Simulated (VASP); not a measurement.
A run of VASP 6.6.1:

File INCAR:

```
PREC = Accurate
ENCUT = 520
EDIFF = 1E-7
ISMEAR = 0
SIGMA = 0.1
LREAL = False
LASPH = True
NELM = 100
ALGO = Normal
ISIF = 3
LWAVE = False
LCHARG = False
GGA = PS
IBRION = 2
NSW = 80
EDIFFG = -0.002
```

KPOINTS

```
regular mesh
0
Gamma
  16 16 16
```

The input POSCAR:

```
ZrC
1.0
    0.0000000000      2.3650000000      2.3650000000
    2.3650000000      0.0000000000      2.3650000000
    2.3650000000      2.3650000000      0.0000000000
Zr C
1 1
Direct
    0.5000000000      0.5000000000      0.5000000000
    0.0000000000      0.0000000000      0.0000000000
```

Potentials or basis: VASP PAW PBE potentials, release 64 (Zr_sv, C).

Launch:

```bash
$ cat potpaw_PBE.64/Zr_sv/POTCAR potpaw_PBE.64/C/POTCAR > POTCAR
$ mpirun -np 1 vasp_std > vasp.out
```

Hardware: 1 thread of Intel(R) Xeon(R) Platinum 8488C (Sapphire Rapids), on a shared host.

**Question.** How long does it take, and how much memory?

**Answer.** Run time: 2.3 min on 1 thread of Intel(R) Xeon(R) Platinum 8488C (Sapphire Rapids) (shared host), peak memory 0.2 GiB. Counts: scf iterations 40, k points 145, ion steps 4.
